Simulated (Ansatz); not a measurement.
A (001) slab of WC (P-6m2 (No. 187)), 9 planes, outer planes C (top) and C (bottom), with 9 atoms (W4C5) in a surface cell of A = 7.393 Å², as cut from the bulk:

```xyz
9
Lattice="2.9218 0.0000 0.0000 -1.4609 2.5303 0.0000 0.0000 0.0000 26.3883" Properties=species:S:1:pos:R:3 pbc="T T T"
C     1.4609    0.8434    7.5000
W     0.0000    0.0000    8.9235
C     1.4609    0.8434   10.3471
W     0.0000    0.0000   11.7706
C     1.4609    0.8434   13.1942
W     0.0000    0.0000   14.6177
C     1.4609    0.8434   16.0412
W     0.0000    0.0000   17.4648
C     1.4609    0.8434   18.8883
```

Level of theory: Ansatz, DFT PBE, scalar-relativistic, plane waves, PAW. Settings: cutoff 420 eV, Γ-centred mesh 12×12×1 on the computed 9-atom cell, Gaussian smearing of 0.10 eV; no spin polarisation. The cell repeats along c with a dipole correction in the vacuum.

The relaxed slab holds 4 formula units of WC and 1 further C. Against those formula units in the bulk and the further C in its standard state it lies 5.319 eV higher. The formation energy of WC from the standard states is -0.292 eV a formula unit (uncorrected, no zero-point or thermal terms).

**Question.** Over what range can the chemical potential of C vary, and what is the surface energy at both ends?

**Answer.** In contact with the bulk, μ(C) + μ(W) is fixed. With Δμ counted from the standard states, Δμ(C) ≤ 0 keeps elemental C from forming, and Δμ(W) ≤ 0 requires Δμ(C) ≥ ΔH = -0.292 eV. Other compounds of C and W can narrow this range. Then γ, the mean of both faces, = [5.319 eV − 1.00·Δμ(C)]/(2A). At the C-rich end (Δμ = 0): 5.319/(2 × 7.393) × 16.02 = 5.76 J/m². At the C-poor end: (5.319 + 0.292)/(2 × 7.393) × 16.02 = 6.08 J/m².

**Question.** How does its energy depend on growth conditions?

**Answer.** It carries an excess of C, so its energy falls by 1.08 J/m² for each eV that μ(C) rises: C-rich conditions lower it; whether it appears depends on the other terminations.